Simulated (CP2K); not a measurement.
Crystal: MgO.

```
Mg O
1.0
     2.96561    0.00000    0.00000
     1.48280    2.56829    0.00000
     1.48280    0.85610    2.42141
Mg O
1 1
Direct
  0.00000 0.00000 0.00000
  0.50000 0.50000 0.50000
```

The cell is a database's computed one.

Program: CP2K 2026.2. Alike in all runs: task single point; potentials or basis POTENTIAL_UZH Mg GTH-PBE-q10, O GTH-PBE-q6; TZVP-MOLOPT-PBE-GTH basis; no spin polarisation; cell as given; k mesh 11 × 11 × 11; smearing fermi-dirac 0.05 eV.

Problem. Order these runs on this cell by their pressure, lowest first.
A. level PBE
B. level PBE+D3(BJ)+ATM; cutoff radius of the dispersion sum (A) 20
C. level PBE+D2; cutoff radius of the dispersion sum (A) 20

Solution. C (4.7 GPa), B (6.2 GPa), A (10.9 GPa).

Caveats: the basis of atomic orbitals isn't converged, which shifts pressures, moduli and gaps.
